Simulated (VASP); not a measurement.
# BN (P6_3/mmc) in VASP: band structure with PBE+D3(BJ)

Aim: the band structure of BN with PBE+D3(BJ).

Everything below comes from runs of VASP 6.6.1. Logs are shortened: lines on timing, memory, paths and dates and some standing lists are left out, and cuts for length are marked.

### 1 Starting point

The structure is hexagonal, space group P6_3/mmc (No. 194). Conventional cell: a = 2.507 Å, b = 2.507 Å, c = 6.586 Å, α = 90.00°, β = 90.00°, γ = 120.00°. Around B (site symmetry -6m2) lie 3 N at 1.45 Å. N (site symmetry -6m2) is surrounded by 3 B at 1.45 Å.

### 2 Band structure, PBE+D3(BJ)

Input file INCAR:

```
SYSTEM = BN
PREC = Accurate ; ENCUT = 520
EDIFF = 1E-7 ; ISMEAR = 0
SIGMA = 0.02 ; LREAL = .False.
LASPH = .True. ; NELM = 100
ALGO = Fast ; ISIF = 2
LWAVE = .False. ; LCHARG = .False.
GGA = PE ; IVDW = 12
AMIX = 0.2
```

Input file KPOINTS:

```
Automatic mesh
0
Gamma
  15 15 6
  0 0 0
```

Input file POSCAR:

```
BN                                      
1.0
    2.5068191238      0.0000000000      0.0000000000
   -1.2534095619      2.1709690391      0.0000000000
    0.0000000000      0.0000000000      6.5862701205
  B               N             
     2     2
Direct
     0.3333333300000021    0.6666666699999979    0.2500000000000000
     0.6666666699999979    0.3333333300000021    0.7500000000000000
     0.3333333300000021    0.6666666699999979    0.7500000000000000
     0.6666666699999979    0.3333333300000021    0.2500000000000000
```

Input file KPOINTS_OPT:

```
path GMKGALHA,LM,KH
15
line-mode
reciprocal
 0.0000000000  0.0000000000  0.0000000000  G
 0.5000000000  0.0000000000  0.0000000000  M

 0.5000000000  0.0000000000  0.0000000000  M
 0.3333333333  0.3333333333  0.0000000000  K

 0.3333333333  0.3333333333  0.0000000000  K
 0.0000000000  0.0000000000  0.0000000000  G

 0.0000000000  0.0000000000  0.0000000000  G
 0.0000000000  0.0000000000  0.5000000000  A

 0.0000000000  0.0000000000  0.5000000000  A
 0.5000000000  0.0000000000  0.5000000000  L

 0.5000000000  0.0000000000  0.5000000000  L
 0.3333333333  0.3333333333  0.5000000000  H

 0.3333333333  0.3333333333  0.5000000000  H
 0.0000000000  0.0000000000  0.5000000000  A

 0.5000000000  0.0000000000  0.5000000000  L
 0.5000000000  0.0000000000  0.0000000000  M

 0.3333333333  0.3333333333  0.0000000000  K
 0.3333333333  0.3333333333  0.5000000000  H
```

Potentials or basis: VASP PAW PBE potentials, release 64 (B, N).

Command:

```bash
$ cat potpaw_PBE.64/B/POTCAR potpaw_PBE.64/N/POTCAR > POTCAR
$ mpirun -np 1 vasp_std > vasp.out
```

OUTCAR:

```text
SYSTEM = BN
   PREC = Accurate
   ENCUT = 520
   EDIFF = 1E-7
   ISMEAR = 0
   LREAL = .False.
   LASPH = .True.
   NELM = 100
   ISIF = 2
   GGA = PE
   IVDW = 12
   AMIX = 0.2
 IVDW          = 12

 ion  position               nearest neighbor table
   1  0.333  0.667  0.250-   4 1.45   4 1.45   4 1.45
   2  0.667  0.333  0.750-   3 1.45   3 1.45   3 1.45
   3  0.333  0.667  0.750-   2 1.45   2 1.45   2 1.45
   4  0.667  0.333  0.250-   1 1.45   1 1.45   1 1.45

  LATTYP: Found a hexagonal cell.
 ALAT       =     2.5068191238
 C/A-ratio  =     2.6273415812

  Lattice vectors:

 A1 = (   2.5068191238,   0.0000000000,   0.0000000000)
 A2 = (  -1.2534095619,   2.1709690391,   0.0000000000)
 A3 = (   0.0000000000,   0.0000000000,   6.5862701205)

Analysis of symmetry for initial positions (statically):
=====================================================================
 Subroutine PRICEL returns:
 Original cell was already a primitive cell.

 Routine SETGRP: Setting up the symmetry group for a
 hexagonal supercell.

 Subroutine GETGRP returns: Found 24 space group operations
 (whereof 12 operations were pure point group operations)
 out of a pool of 24 trial point group operations.

The static configuration has the point symmetry D_3d.
 The point group associated with its full space group is D_6h.

Analysis of symmetry for dynamics (positions and initial velocities):
=====================================================================
 Subroutine PRICEL returns:
 Original cell was already a primitive cell.

 Routine SETGRP: Setting up the symmetry group for a
 hexagonal supercell.

 Subroutine GETGRP returns: Found 24 space group operations
 (whereof 12 operations were pure point group operations)
 out of a pool of 24 trial point group operations.

The dynamic configuration has the point symmetry D_3d.
 The point group associated with its full space group is D_6h.

 Subroutine INISYM returns: Found 24 space group operations
 (whereof 12 operations are pure point group operations),
 and found     1 'primitive' translations

----------------------------------------------------------------------------------------

                                     Primitive cell

  volume of cell :      35.8440

  direct lattice vectors                    reciprocal lattice vectors
     2.506819124  0.000000000  0.000000000     0.398911908  0.230311898  0.000000000
    -1.253409562  2.170969039  0.000000000     0.000000000  0.460623796  0.000000000
     0.000000000  0.000000000  6.586270121     0.000000000  0.000000000  0.151831003

  length of vectors
     2.506819124  2.506819120  6.586270121     0.460623795  0.460623796  0.151831003

  position of ions in fractional coordinates (direct lattice)
     0.333333330  0.666666670  0.250000000
     0.666666670  0.333333330  0.750000000
     0.333333330  0.666666670  0.750000000
     0.666666670  0.333333330  0.250000000

  ion indices of the primitive-cell ions
   primitive index   ion index
                 1           1
                 2           2
                 3           3
                 4           4

----------------------------------------------------------------------------------------

 KPOINTS: Automatic mesh

Automatic generation of k-mesh.
 Grid dimensions read from file:
 generate k-points for:   15   15    6

 Generating k-lattice:

  Cartesian coordinates                     Fractional coordinates (reciprocal lattice)
     0.026594127  0.015354127  0.000000000     0.066666667  0.000000000  0.000000000
     0.000000000  0.030708253  0.000000000     0.000000000  0.066666667  0.000000000
     0.000000000  0.000000000  0.025305167     0.000000000  0.000000000  0.166666667

  Length of vectors
     0.030708253  0.030708253  0.025305167

  Shift w.r.t. Gamma in fractional coordinates (k-lattice)
     0.000000000  0.000000000  0.000000000

 Subroutine IBZKPT returns following result:
 ===========================================

 Found    108 irreducible k-points:

 Following reciprocal coordinates:
            Coordinates               Weight
  0.000000  0.000000  0.000000      1.000000
  0.066667  0.000000  0.000000      6.000000
  0.133333  0.000000  0.000000      6.000000
  0.200000  0.000000  0.000000      6.000000
  0.266667  0.000000  0.000000      6.000000
  0.333333  0.000000  0.000000      6.000000
[... 16 lines left out ...]
  0.333333  0.200000  0.000000     12.000000
  0.400000  0.200000  0.000000      6.000000
 [... further k-points ...]
   k-points           NKPTS =    108   k-points in BZ     NKDIM =    108   number of bands    NBANDS=     12
   number of dos      NEDOS =    301   number of ions     NIONS =      4
   total plane-waves  NPLWV =  20000
   dimension x,y,z NGX =    20 NGY =   20 NGZ =   50
   dimension x,y,z NGXF=    40 NGYF=   40 NGZF=  100
   ions per type =               2   2
   NGX,Y,Z   is equivalent  to a cutoff of  13.26, 13.26, 12.62 a.u.
   NGXF,Y,Z  is equivalent  to a cutoff of  26.53, 26.53, 25.24 a.u.
 SYSTEM =  BN
   PREC   = accura    normal or accurate (medium, high low for compatibility)
   ISTART =      0    job   : 0-new  1-cont  2-samecut
   ICHARG =      2    charge: 1-file 2-atom 10-const
   ISPIN  =      1    spin polarized calculation?
   LNONCOLLINEAR =      F non collinear calculations
   LSORBIT =      F    spin-orbit coupling
   LASPH  =      T    aspherical Exc in radial PAW
   ENCUT  =  520.0 eV  38.22 Ry    6.18 a.u.   4.66  4.66 12.25*2*pi/ulx,y,z
   NELM   =    100;   NELMIN=  2; NELMDL= -5     # of ELM steps
   EDIFF  = 0.1E-06   stopping-criterion for ELM
   LREAL  =      F    real-space projection
   EDIFFG = 0.1E-05   stopping-criterion for IOM
   NSW    =      0    number of steps for IOM
   IBRION =     -1    ionic relax: 0-MD 1-quasi-New 2-CG
   NFREE  =      0    steps in history (QN), initial steepest desc. (CG)
   ISIF   =      2    stress and relaxation
   ISYM   =      2    0-nonsym 1-usesym 2-fastsym
   POTIM  = 0.5000    time-step for ionic-motion
   TEBEG  =    0.0;   TEEND  =   0.0 temperature during run
   PSTRESS=    0.0 pullay stress
   NELECT =      16.0000    total number of electrons
   NUPDOWN=      -1.0000    fix difference up-down
   EMIN   =  10.00;   EMAX   =-10.00  energy-range for DOS
   EFERMI =   0.00;   METHOD = LEGACY
   ISMEAR =     0;   SIGMA  =   0.02  broadening in eV -4-tet -1-fermi 0-gaus
   EFERMI_NEDOS =   21; number of points for ismear=-14 and -15
   IALGO  =     68    algorithm
   IMIX   =      4    mixing-type and parameters
     AMIX     =   0.20;   BMIX     =  1.00
     AMIX_MAG =   0.80;   BMIX_MAG =  1.00
  volume/ion in A,a.u.               =       8.96        60.47
  Fermi-wavevector in a.u.,A,eV,Ry     =   1.251150  2.364331 21.298243  1.565377
  Thomas-Fermi vector in A             =   2.385111
   LORBIT       =      0    0 simple, 1 ext, 2 COOP (PROOUT), +10 PAW based schemes
   GGA     = PE    functional components
   LHFCALC =     F    Hartree Fock is set to
   AEXX    =    0.0000 exact exchange contribution
   IVDW    =    12    specifies the selected vdW correction
   LEPSILON=     F    determine dielectric tensor
   LRPA    =     F    only Hartree local field effects (RPA)
 non-spin polarized calculation
 RMM-DIIS sequential band-by-band and
 Gauss-broadening in eV      SIGMA  =   0.02
  energy-cutoff  :      520.00
  volume of cell :       35.84
 maximum number of plane-waves:       985
 NGX is ok and might be reduce to    20
   NGX =  9   NGY =  9   NGZ = 25

 number of electron      15.9999997 magnetization

 Free energy of the ion-electron system (eV)
  ---------------------------------------------------
  ext. energy  EPLUGINS =         0.00000000
  ---------------------------------------------------
  free energy    TOTEN  =       -35.14867597 eV

  energy without entropy =      -35.14867597  energy(sigma->0) =      -35.14867597

 E-fermi :   2.4669     XC(G=0): -10.1171

 val. band max:        2.3598323066   @ k =   0.3333   0.2667   0.0000
 cond. band min:       6.6292244691   @ k =   0.4667   0.0667   0.0000
 fundamental gap:      4.2693921625
 Fermi energy:         2.4669420877

 k-point     1 :       0.0000    0.0000    0.0000
  band No.  band energies     occupation
      1     -15.4628      2.00000
      2     -15.1492      2.00000
      3      -3.9084      2.00000
      4      -1.6950      2.00000
      5       0.9899      2.00000
      6       0.9899      2.00000
      7       1.0305      2.00000
      8       1.0305      2.00000
      9       7.6378      0.00000
     10      12.7252      0.00000
     11      13.8506      0.00000
     12      13.8896      0.00000

 k-point     2 :       0.0667    0.0000    0.0000
  band No.  band energies     occupation
      1     -15.3757      2.00000
      2     -15.0652      2.00000
      3      -3.7891      2.00000
      4      -1.5882      2.00000
      5       0.6270      2.00000
      6       0.6642      2.00000
      7       0.8200      2.00000
      8       0.8636      2.00000
      9       7.7996      0.00000
     10      12.6607      0.00000
     11      13.7449      0.00000
     12      13.9081      0.00000

 k-point     3 :       0.1333    0.0000    0.0000
  band No.  band energies     occupation
      1     -15.1174      2.00000
      2     -14.8163      2.00000
      3      -3.4337      2.00000
      4      -1.2720      2.00000
      5      -0.3445      2.00000
      6      -0.3057      2.00000
      7       0.3773      2.00000
      8       0.4276      2.00000
      9       8.2374      0.00000
     10      12.4179      0.00000
     11      13.4536      0.00000
     12      14.0421      0.00000
[... 286 lines left out ...]
 k-point    23 :       0.3333    0.2000    0.0000
  band No.  band energies     occupation
      1     -12.1631      2.00000
      2     -12.0506      2.00000
      3      -5.8204      2.00000
      4      -5.7388      2.00000
      5      -3.4805      2.00000
      6      -3.4028      2.00000
      7       1.0017      2.00000
      8       2.1149      2.00000
      9       7.2824      0.00000
     10       8.0742      0.00000
     11      13.4004      0.00000
     12      15.0083      0.00000

 k-point    24 :       0.4000    0.2000    0.0000
  band No.  band energies     occupation
      1     -11.9264      2.00000
      2     -11.8665      2.00000
      3      -6.1220      2.00000
      4      -6.0305      2.00000
      5      -3.6106      2.00000
      6      -3.5287      2.00000
      7       1.4766      2.00000
      8       2.2560      2.00000
      9       6.9036      0.00000
     10       7.7196      0.00000
     11      14.0639      0.00000
     12      14.9500      0.00000

 [... further k-points ...]

------------------------ aborting loop because EDIFF is reached ----------------------------------------

 Edisp (eV)   -0.56895

 E8    (eV) :    -0.1668

  FORCE on cell =-STRESS in cart. coord.  units (eV):
  Direction    XX          YY          ZZ          XY          YZ          ZX
  --------------------------------------------------------------------------------------
  -------------------------------------------------------------------------------------
  Total       0.00121     0.00121    -0.00013    -0.00000    -0.00000     0.00000
  in kB       0.05414     0.05414    -0.00567    -0.00000    -0.00000     0.00000
  external pressure =        0.03 kB  Pullay stress =        0.00 kB

 VOLUME and BASIS-vectors are now :
 -----------------------------------------------------------------------------
  energy-cutoff  :      520.00
  volume of cell :       35.84
      direct lattice vectors                 reciprocal lattice vectors
     2.506819124  0.000000000  0.000000000     0.398911908  0.230311898  0.000000000
    -1.253409562  2.170969039  0.000000000     0.000000000  0.460623796  0.000000000
     0.000000000  0.000000000  6.586270121     0.000000000  0.000000000  0.151831003

 POSITION                                       TOTAL-FORCE (eV/Angst)
 -----------------------------------------------------------------------------------
     -0.00000      1.44731      1.64657         0.000000     -0.000000      0.000000
      1.25341      0.72366      4.93970         0.000000      0.000000      0.000000
     -0.00000      1.44731      4.93970         0.000000      0.000000      0.000000
      1.25341      0.72366      1.64657        -0.000000     -0.000000      0.000000
 -----------------------------------------------------------------------------------
    total drift:                               -0.000002      0.000001      0.000000

  FREE ENERGIE OF THE ION-ELECTRON SYSTEM (eV)
  ---------------------------------------------------
  free  energy   TOTEN  =       -35.7176270116 eV

  energy  without entropy=      -35.7176270116  energy(sigma->0) =      -35.71762701
```

It took 67 s on 1 thread of Intel Xeon Platinum 8488C (Sapphire Rapids), shared host; peak memory 0.2 GiB.

What came out:

```yaml
Free_energy: -35.7176 eV
Pressure: 0.0 GPa
Band_gap_on_the_k_mesh: 4.27 eV, indirect (least direct gap 4.63 eV)
Band_gap_along_the_path: 4.22 eV, indirect (least direct gap 4.63 eV)
Dispersion_energy_per_atom: -0.142 eV
```

Levels at the corners of the path, in eV from the valence-band top:
```csv
point,band 6,band 7,band 8,band 9,band 10,band 11
Γ,-1.38,-1.34,-1.34,5.27,10.36,11.47
M,-4.11,-1.51,-0.45,4.22,5.63,9.47
M,-4.11,-1.51,-0.45,4.22,5.63,9.47
K,-7.18,-0.13,-0.13,4.82,4.82,10.70
K,-7.18,-0.13,-0.13,4.82,4.82,10.70
Γ,-1.38,-1.34,-1.34,5.27,10.36,11.47
Γ,-1.38,-1.34,-1.34,5.27,10.36,11.48
A,-1.36,-1.36,-1.36,7.68,7.68,11.54
A,-1.36,-1.36,-1.36,7.68,7.68,11.54
L,-4.15,-0.96,-0.96,4.69,4.69,9.85
L,-4.15,-0.96,-0.96,4.69,4.69,9.85
H,-7.19,-0.04,-0.04,4.59,4.59,11.96
H,-7.19,-0.04,-0.04,4.59,4.59,11.96
A,-1.36,-1.36,-1.36,7.68,7.68,11.54
L,-4.15,-0.96,-0.96,4.69,4.69,9.85
M,-4.11,-1.51,-0.45,4.22,5.63,9.47
K,-7.18,-0.13,-0.13,4.82,4.82,10.70
H,-7.19,-0.04,-0.04,4.59,4.59,11.96
```
